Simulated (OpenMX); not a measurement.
## SrO under changes of volume

One of the cells (16.901 Å³/atom); the others are scaled copies at fixed shape and fractional positions:

```xyz
2
Lattice="0.0000 2.5663 2.5663 2.5663 0.0000 2.5663 2.5663 2.5663 0.0000" Properties=species:S:1:pos:R:3 pbc="T T T"
Sr    2.5663    2.5663    2.5663
O     0.0000    0.0000    0.0000
```

```yaml
Program: OpenMX 3.8.5
Functional: PBE
Potentials_or_basis: OpenMX 2013 PBE set, Sr10.0-s2p2d1, O6.0-s2p2, fixed grid of 36 × 36 × 36 points
k_mesh: 9 × 9 × 9
Occupations: fermi-dirac, width 0.05 eV
Spin: no spin polarisation
```

```tsv
volume (Å³/atom)	energy over the lowest point (meV/atom)	gap on the mesh (eV)
15.887	49.64	2.87
16.225	30.05	2.92
16.563	?	?
16.901	6.35	2.99
17.239	1.28	3.02
17.577	0.00	3.05
17.915	2.24	3.07
```

**Question.** What does the run at 16.563 Å³/atom give?

**Answer.** Energy over the lowest point 15.80 meV/atom; gap on the mesh 2.95 eV.

Worked out: A Birch-Murnaghan fit of order 3 (a polynomial in V^(-2/3)) to the other rows has its minimum at 17.52 Å³/atom with B0 = V·E''(V) = 87 GPa and B' = 4.6. It gives 15.80 meV/atom at 16.563 Å³/atom, against the run's 15.80. A parabola through the other rows of the gap, of slope 1.83 eV per unit of ln V there, gives 2.96 eV, against the run's 2.95.

Energies are extrapolated to zero smearing.

Caveats: an odd mesh through Γ misses points on the zone boundary, where band edges often lie; the basis of atomic orbitals isn't converged, which shifts pressures, moduli and gaps. Spin-orbit coupling on Sr is left out.
